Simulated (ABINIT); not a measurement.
The system is SrO.

```xyz
2
Lattice="0.0000 2.5663 2.5663 2.5663 0.0000 2.5663 2.5663 2.5663 0.0000" Properties=species:S:1:pos:R:3 pbc="T T T"
Sr    2.5663    2.5663    2.5663
O     0.0000    0.0000    0.0000
```

Base run:

- Program: ABINIT 10.8.3 (patched build)
- Functional: LDA
- Potentials or basis: JTH PAW PBE v2.0
- Cutoff: 762 eV
- k mesh: 9 × 9 × 9
- Occupations: fermi-dirac, width 0.05 eV
- Spin: no spin polarisation

Its results: band gap on the k mesh 3.21 eV, indirect (least direct gap 3.29 eV); pressure -4.2 GPa.

The run is repeated on the same cell with these changes: functional from LDA to PW91. What comes out?

Band gap on the k mesh 3.38 eV, indirect (least direct gap 3.46 eV); pressure 2.3 GPa.

PW91 binds less tightly than LDA, so the same cell stands under more pressure.

Caveats: the PAW data sets were made with another functional, which shifts forces and pressure a little.

A k mesh can miss the band edges.
